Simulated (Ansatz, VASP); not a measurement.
PbSe: VASP beside Ansatz

```
Pb Se
1.0
     0.00000    2.93915    2.93915
     2.93915    0.00000    2.93915
     2.93915    2.93915    0.00000
Pb Se
1 1
Cartesian
  0.0000 0.0000 0.0000
  2.9392 2.9392 2.9392
```

Alike in both runs: task single point; functional PBE; dispersion D3(BJ); k mesh 10 × 10 × 10; occupations gaussian, width 0.01 eV; no spin polarisation.

```csv
,VASP,Ansatz
version,VASP 6.6.1,Ansatz 0.2.0
potentials or method,"VASP PAW PBE potentials, release 64 (Pb_d, Se)","scalar-relativistic, plane waves, PAW"
plane-wave cutoff (eV),520,420
valence electrons in the cell,20,30
```

|  | VASP | Ansatz | Ansatz less VASP |
| --- | --- | --- | --- |
| gap on the k mesh at the Fermi level (eV) | 0.19 | 0.19 | +0.006 |
| least direct gap on the mesh (eV) | 0.19 | 0.19 | +0.006 |
| pressure (GPa) | 8.6 | 8.6 | 0.00 |

The two sets of potentials don't hold the same shells in valence.

Caveats: spin-orbit coupling is left out, which as a rule narrows the gap of such compounds by several tenths of an eV.
